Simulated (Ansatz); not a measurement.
**Ge: a single-point run**

Wanted: field gradients for Ge.

Method: DFT, PBE, plane-wave PAW, default files, scalar-relativistic, frozen cores, in Ansatz 0.2.0.

**1. The structure to begin with**

It takes space group P4_32_12 (No. 96, tetragonal). Conventional cell: a = 5.930 Å, b = 5.930 Å, c = 6.980 Å, α = 90.00°, β = 90.00°, γ = 90.00°. Ge (site symmetry 2) has 4 Ge at 2.44 to 2.55 Å as nearest neighbours. Ge (site symmetry 1) is surrounded by 4 Ge at 2.44 to 2.55 Å.

The input asks for a charge of +6 e on the cell.

Coordinates:

```xyz
12
Lattice="5.9300 0.0000 0.0000 0.0000 5.9300 0.0000 0.0000 0.0000 6.9800" Properties=species:S:1:pos:R:3 pbc="T T T"
Ge    0.4447    0.4447    0.0000
Ge    2.5202    3.4097    5.2350
Ge    5.4852    5.4852    3.4900
Ge    3.4097    2.5202    1.7450
Ge    0.9885    2.2237    1.7450
Ge    0.7412    3.9535    0.0000
Ge    4.9415    3.7062    5.2350
Ge    5.1887    1.9765    3.4900
Ge    3.9535    0.7412    0.0000
Ge    3.7062    4.9415    1.7450
Ge    1.9765    5.1887    3.4900
Ge    2.2237    0.9885    5.2350
```

**2. The calculation**

The input, input.yaml:

```yaml
crystal:
  lattice:
    - [5.93, 0.0, 0.0]
    - [0.0, 5.93, 0.0]
    - [0.0, 0.0, 6.98]
  atoms:
    - { symbol: Ge, position: [0.075, 0.075, 0.0] }
    - { symbol: Ge, position: [0.425, 0.575, 0.75] }
    - { symbol: Ge, position: [0.925, 0.925, 0.5] }
    - { symbol: Ge, position: [0.575, 0.425, 0.25] }
    - { symbol: Ge, position: [0.1667, 0.375, 0.25] }
    - { symbol: Ge, position: [0.125, 0.6667, 0.0] }
    - { symbol: Ge, position: [0.8333, 0.625, 0.75] }
    - { symbol: Ge, position: [0.875, 0.3333, 0.5] }
    - { symbol: Ge, position: [0.6667, 0.125, 0.0] }
    - { symbol: Ge, position: [0.625, 0.8333, 0.25] }
    - { symbol: Ge, position: [0.3333, 0.875, 0.5] }
    - { symbol: Ge, position: [0.375, 0.1667, 0.75] }
kpoints:
  mp_grid: { grid: [8, 8, 7] }
scf:
  occupations: { method: fermi_dirac, width: 0.02 }
  max_iter: 100
hamiltonian:
  xc: pbe
  pseudopotentials: { kind: paw, frozen_core: stored }
output:
  forces: true
  stress: true
  populations: true
  efg: { quadrupole_moments_barn: { Ge: -0.196 } }
total_charge: 6
```

Run with:

```
ansatz run input.yaml --threads 4 --pin off --max-ram 8192MiB --backend cpu --events-out ev --progress --plain --runs-dir out
```

What happens when this is run?

The program finished normally. That alone doesn't make the input a sound one.

Look at the input: total_charge is 6. The net charge is not the one intended, so the run treats another number of electrons.

Run again and compare: delete total_charge (the default then holds).
